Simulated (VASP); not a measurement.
# Al (Fm-3m) in VASP: a series of runs

One crystal, Al, is run at these levels: r2SCAN; tasks: relaxation of the atoms.

Everything below comes from runs of VASP 6.6.1. Logs are shortened: lines on timing, memory, paths and dates and some standing lists are left out, and cuts for length are marked.

**1. Starting point**

The structure is cubic, space group Fm-3m (No. 225). The conventional cell has a = 3.989 Å, b = 3.989 Å, c = 3.989 Å, α = 90.00°, β = 90.00°, γ = 90.00°. Al (site symmetry m-3m) is surrounded by 12 Al at 2.82 Å.

**2. Relaxation of the atoms, r2SCAN (a relaxed cell with its volume scaled by 0.98)**

INCAR

```
SYSTEM = Al
PREC = Accurate
ENCUT = 600
EDIFF = 1E-7
ISMEAR = 1
SIGMA = 0.1
LREAL = .FALSE.
LASPH = .TRUE.
NELM = 80
ALGO = Normal
ISIF = 2
LWAVE = .FALSE.
LCHARG = .FALSE.
METAGGA = R2SCAN
LMIXTAU = .TRUE.
IBRION = 2
NSW = 40
EDIFFG = -0.01
```

KPOINTS

```
Automatic mesh
0
G
  16 16 16
  0 0 0
```

POSCAR

```
Al                                      
1.0
    0.0000000000      1.9809276004      1.9809276004
    1.9809276004      0.0000000000      1.9809276004
    1.9809276004      1.9809276004      0.0000000000
  Al            
     1
Direct
     0.0000000000000000    0.0000000000000000    0.0000000000000000
```

Potentials or basis: VASP PAW PBE potentials, release 64 (Al).

The run is started by

```console
> cat potpaw_PBE.64/Al/POTCAR > POTCAR
> mpirun -np 1 vasp_std > vasp.out
```

OUTCAR:

```text
SYSTEM = Al
   PREC = Accurate
   ENCUT = 600
   EDIFF = 1E-7
   ISMEAR = 1
   LREAL = .FALSE.
   LASPH = .TRUE.
   NELM = 80
   ISIF = 2
   METAGGA = R2SCAN
   IBRION = 2
   NSW = 40
   EDIFFG = -0.01

 ion  position               nearest neighbor table
   1  0.000  0.000  0.000-

  LATTYP: Found a face centered cubic cell.
 ALAT       =     3.9618552008

  Lattice vectors:

 A1 = (   0.0000000000,   1.9809276004,   1.9809276004)
 A2 = (   1.9809276004,   0.0000000000,   1.9809276004)
 A3 = (   1.9809276004,   1.9809276004,   0.0000000000)

Analysis of symmetry for initial positions (statically):
=====================================================================
 Subroutine PRICEL returns:
 Original cell was already a primitive cell.

 Routine SETGRP: Setting up the symmetry group for a
 face centered cubic supercell.

 Subroutine GETGRP returns: Found 48 space group operations
 (whereof 48 operations were pure point group operations)
 out of a pool of 48 trial point group operations.

The static configuration has the point symmetry O_h .

Analysis of symmetry for dynamics (positions and initial velocities):
=====================================================================
 Subroutine PRICEL returns:
 Original cell was already a primitive cell.

 Routine SETGRP: Setting up the symmetry group for a
 face centered cubic supercell.

 Subroutine GETGRP returns: Found 48 space group operations
 (whereof 48 operations were pure point group operations)
 out of a pool of 48 trial point group operations.

The dynamic configuration has the point symmetry O_h .

 Subroutine INISYM returns: Found 48 space group operations
 (whereof 48 operations are pure point group operations),
 and found     1 'primitive' translations

----------------------------------------------------------------------------------------

                                     Primitive cell

  volume of cell :      15.5466

  direct lattice vectors                    reciprocal lattice vectors
     0.000000000  1.980927600  1.980927600    -0.252407004  0.252407004  0.252407004
     1.980927600  0.000000000  1.980927600     0.252407004 -0.252407004  0.252407004
     1.980927600  1.980927600  0.000000000     0.252407004  0.252407004 -0.252407004

  length of vectors
     2.801454679  2.801454679  2.801454679     0.437181754  0.437181754  0.437181754

  position of ions in fractional coordinates (direct lattice)
     0.000000000  0.000000000  0.000000000

  ion indices of the primitive-cell ions
   primitive index   ion index
                 1           1

----------------------------------------------------------------------------------------

 KPOINTS: Automatic mesh

Automatic generation of k-mesh.
 Grid dimensions read from file:
 generate k-points for:   16   16   16

 Generating k-lattice:

  Cartesian coordinates                     Fractional coordinates (reciprocal lattice)
    -0.015775438  0.015775438  0.015775438     0.062500000  0.000000000  0.000000000
     0.015775438 -0.015775438  0.015775438     0.000000000  0.062500000  0.000000000
     0.015775438  0.015775438 -0.015775438     0.000000000  0.000000000  0.062500000

  Length of vectors
     0.027323860  0.027323860  0.027323860

  Shift w.r.t. Gamma in fractional coordinates (k-lattice)
     0.000000000  0.000000000  0.000000000

 Subroutine IBZKPT returns following result:
 ===========================================

 Found    145 irreducible k-points:

 Following reciprocal coordinates:
            Coordinates               Weight
  0.000000  0.000000  0.000000      1.000000
  0.062500  0.000000  0.000000      8.000000
  0.125000  0.000000  0.000000      8.000000
  0.187500  0.000000  0.000000      8.000000
  0.250000  0.000000  0.000000      8.000000
  0.312500  0.000000  0.000000      8.000000
[... 16 lines left out ...]
 -0.125000  0.062500  0.000000     24.000000
 -0.062500  0.062500  0.000000     12.000000
 [... further k-points ...]
   k-points           NKPTS =    145   k-points in BZ     NKDIM =    145   number of bands    NBANDS=      5
   number of dos      NEDOS =    301   number of ions     NIONS =      1
   total plane-waves  NPLWV =  13824
   dimension x,y,z NGX =    24 NGY =   24 NGZ =   24
   dimension x,y,z NGXF=    48 NGYF=   48 NGZF=   48
   ions per type =               1
   NGX,Y,Z   is equivalent  to a cutoff of  14.24, 14.24, 14.24 a.u.
   NGXF,Y,Z  is equivalent  to a cutoff of  28.48, 28.48, 28.48 a.u.
 SYSTEM =  Al
   PREC   = accura    normal or accurate (medium, high low for compatibility)
   ISTART =      0    job   : 0-new  1-cont  2-samecut
   ICHARG =      2    charge: 1-file 2-atom 10-const
   ISPIN  =      1    spin polarized calculation?
   LNONCOLLINEAR =      F non collinear calculations
   LSORBIT =      F    spin-orbit coupling
   LASPH  =      T    aspherical Exc in radial PAW
   ENCUT  =  600.0 eV  44.10 Ry    6.64 a.u.   5.60  5.60  5.60*2*pi/ulx,y,z
   NELM   =     80;   NELMIN=  2; NELMDL= -5     # of ELM steps
   EDIFF  = 0.1E-06   stopping-criterion for ELM
   LREAL  =      F    real-space projection
   EDIFFG = -.1E-01   stopping-criterion for IOM
   NSW    =     40    number of steps for IOM
   IBRION =      2    ionic relax: 0-MD 1-quasi-New 2-CG
   NFREE  =      1    steps in history (QN), initial steepest desc. (CG)
   ISIF   =      2    stress and relaxation
   ISYM   =      2    0-nonsym 1-usesym 2-fastsym
   POTIM  = 0.5000    time-step for ionic-motion
   TEBEG  =    0.0;   TEEND  =   0.0 temperature during run
   PSTRESS=    0.0 pullay stress
   NELECT =       3.0000    total number of electrons
   NUPDOWN=      -1.0000    fix difference up-down
   EMIN   =  10.00;   EMAX   =-10.00  energy-range for DOS
   EFERMI =   0.00;   METHOD = LEGACY
   ISMEAR =     1;   SIGMA  =   0.10  broadening in eV -4-tet -1-fermi 0-gaus
   EFERMI_NEDOS =   21; number of points for ismear=-14 and -15
   IALGO  =     38    algorithm
   IMIX   =      4    mixing-type and parameters
     AMIX     =   0.40;   BMIX     =  1.00
     AMIX_MAG =   1.60;   BMIX_MAG =  1.00
  volume/ion in A,a.u.               =      15.55       104.91
  Fermi-wavevector in a.u.,A,eV,Ry     =   0.946027  1.787731 12.176754  0.894966
  Thomas-Fermi vector in A             =   2.073985
   LORBIT       =      0    0 simple, 1 ext, 2 COOP (PROOUT), +10 PAW based schemes
   METAGGA = R2SCAN    functional components
   LHFCALC =     F    Hartree Fock is set to
   AEXX    =    0.0000 exact exchange contribution
   IVDW    =     0    specifies the selected vdW correction
   LEPSILON=     F    determine dielectric tensor
   LRPA    =     F    only Hartree local field effects (RPA)
 conjugate gradient relaxation of ions
 non-spin polarized calculation
 Methfessel and Paxton  Order N= 1 SIGMA  =   0.10
  energy-cutoff  :      600.00
  volume of cell :       15.55
 maximum number of plane-waves:       534
   NGX = 11   NGY = 11   NGZ = 11

 number of electron       3.0000000 magnetization

 Free energy of the ion-electron system (eV)
  ---------------------------------------------------
  ext. energy  EPLUGINS =         0.00000000
  ---------------------------------------------------
  free energy    TOTEN  =        -6.74168277 eV

  energy without entropy =       -6.74197888  energy(sigma->0) =       -6.74178147

 E-fermi :   8.6853     XC(G=0): -11.1296

 val. band max:        8.6113764987   @ k =  -0.2500   0.3125   0.1250
 cond. band min:       8.6923762232   @ k =  -0.3125   0.4375   0.1250
 fundamental gap:      0.0809997245
 Fermi energy:         8.6852718868

 k-point     1 :       0.0000    0.0000    0.0000
  band No.  band energies     occupation
      1      -3.6169      2.00000
      2      22.3153      0.00000
      3      22.3153      0.00000
      4      22.3153      0.00000
      5      24.7101      0.00000

 k-point     2 :       0.0625    0.0000    0.0000
  band No.  band energies     occupation
      1      -3.4996      2.00000
      2      20.5040      0.00000
      3      22.0205      0.00000
      4      22.0205      0.00000
      5      25.1398      0.00000

 k-point     3 :       0.1250    0.0000    0.0000
  band No.  band energies     occupation
      1      -3.1484      2.00000
      2      17.7728      0.00000
      3      21.4923      0.00000
      4      21.4923      0.00000
      5      25.0140      0.00000

 k-point     4 :       0.1875    0.0000    0.0000
  band No.  band energies     occupation
      1      -2.5650      2.00000
      2      15.0435      0.00000
      3      21.0308      0.00000
      4      21.0308      0.00000
      5      24.7467      0.00000

 k-point     5 :       0.2500    0.0000    0.0000
  band No.  band energies     occupation
      1      -1.7525      2.00000
      2      12.4342      0.00000
      3      20.7179      0.00000
      4      20.7179      0.00000
      5      24.5331      0.00000

 k-point     6 :       0.3125    0.0000    0.0000
  band No.  band energies     occupation
      1      -0.7151      2.00000
      2       9.9837     -0.00000
      3      20.5770      0.00000
      4      20.5770      0.00000
      5      23.8221      0.00000
[... 113 lines left out ...]
 k-point    21 :      -0.2500    0.0625    0.0000
  band No.  band energies     occupation
      1      -1.3289      2.00000
      2      11.6796      0.00000
      3      18.5556      0.00000
      4      22.1229      0.00000
      5      23.2894      0.00000

 k-point    22 :      -0.1875    0.0625    0.0000
  band No.  band energies     occupation
      1      -2.2162      2.00000
      2      14.2205      0.00000
      3      18.8540      0.00000
      4      22.3388      0.00000
      5      24.5940      0.00000

 k-point    23 :      -0.1250    0.0625    0.0000
  band No.  band energies     occupation
      1      -2.8758      2.00000
      2      16.8625      0.00000
      3      19.3648      0.00000
      4      22.6077      0.00000
      5      25.5471      0.00000

 k-point    24 :      -0.0625    0.0625    0.0000
  band No.  band energies     occupation
      1      -3.3044      2.00000
      2      19.2983      0.00000
      3      20.2793      0.00000
      4      22.6195      0.00000
      5      24.9263      0.00000

 [... further k-points ...]
[... 5 lines left out ...]
  --------------------------------------------------------------------------------------
  -------------------------------------------------------------------------------------
  Total        0.1949100      0.1949100      0.1949100      0.0000000     -0.0000000      0.0000000
  in kB       20.0867124     20.0867124     20.0867124      0.0000000     -0.0000000      0.0000000
  external PRESSURE =      20.0867124 kB  Pullay stress =       0.0000000 kB

 VOLUME and BASIS-vectors are now :
 -----------------------------------------------------------------------------
  energy-cutoff  :      600.00
  volume of cell :       15.55
      direct lattice vectors                 reciprocal lattice vectors
     0.000000000  1.980927600  1.980927600    -0.252407004  0.252407004  0.252407004
     1.980927600  0.000000000  1.980927600     0.252407004 -0.252407004  0.252407004
     1.980927600  1.980927600  0.000000000     0.252407004  0.252407004 -0.252407004

 POSITION                                       TOTAL-FORCE (eV/Angst)
 -----------------------------------------------------------------------------------
      0.00000      0.00000      0.00000         0.000000      0.000000      0.000000
 -----------------------------------------------------------------------------------
    total drift:                               -0.000000     -0.000000     -0.000000

  FREE ENERGIE OF THE ION-ELECTRON SYSTEM (eV)
  ---------------------------------------------------
  free  energy   TOTEN  =        -6.7416827719 eV

  energy  without entropy=       -6.7419788805  energy(sigma->0) =       -6.74178147

 reached required accuracy - stopping structural energy minimisation
```

It took 66 s on 1 thread of AMD EPYC 9R14 (Zen 4), shared host; peak memory 0.11 GiB.

Results:

```
Free energy             : -6.7417 eV
Pressure after relaxing : 2.0 GPa
Band gap on the k mesh  : none (metal or under the smearing width)
```

Final structure:
```
Al
1.0
     0.00000    1.98093    1.98093
     1.98093    0.00000    1.98093
     1.98093    1.98093    0.00000
Al
1
Direct
  0.00000 0.00000 0.00000
```

Caveat: the relaxation stopped at its first step, so nothing moved; the PAW data sets were made with another functional, which shifts forces and pressure a little.

**3. Relaxation of the atoms, r2SCAN**

INCAR is that of step 2.

KPOINTS is that of step 2.

POSCAR

```
Al                                      
1.0
    0.0000000000      1.9943126524      1.9943126524
    1.9943126524      0.0000000000      1.9943126524
    1.9943126524      1.9943126524      0.0000000000
  Al            
     1
Direct
     0.0000000000000000    0.0000000000000000    0.0000000000000000
```

Potentials or basis: VASP PAW PBE potentials, release 64 (Al).

The run is started by

```console
> cat potpaw_PBE.64/Al/POTCAR > POTCAR
> mpirun -np 1 vasp_std > vasp.out
```

Wall time 66 s (1 thread of AMD EPYC 9R14 (Zen 4), shared host); peak memory 0.11 GiB.

Results (log left out):

```yaml
Free_energy: -6.7436 eV
Pressure_after_relaxing: 0.0 GPa
Band_gap_on_the_k_mesh: none (metal or under the smearing width)
```

Final structure:
```yaml
crystal:
  lattice:
    - [0.00000, 1.99431, 1.99431]
    - [1.99431, 0.00000, 1.99431]
    - [1.99431, 1.99431, 0.00000]
  atoms:
    - { symbol: Al, position: [0.00000, 0.00000, 0.00000] }
```

Levels at points of the mesh, in eV from the Fermi level:
```
           k point  band 1  band 2  band 3  band 4  band 5
(0.00, 0.00, 0.00)  -12.15   13.52   13.52   13.52   15.75
(0.50, 0.00, 0.00)   -5.19   -4.61   12.24   12.24   12.74
(0.50, 0.50, 0.00)   -3.28   -1.69    5.45    6.17    6.17
```

Caveat: the relaxation stopped at its first step, so nothing moved; the PAW data sets were made with another functional, which shifts forces and pressure a little.

(Part 1 of 2 ends here.)
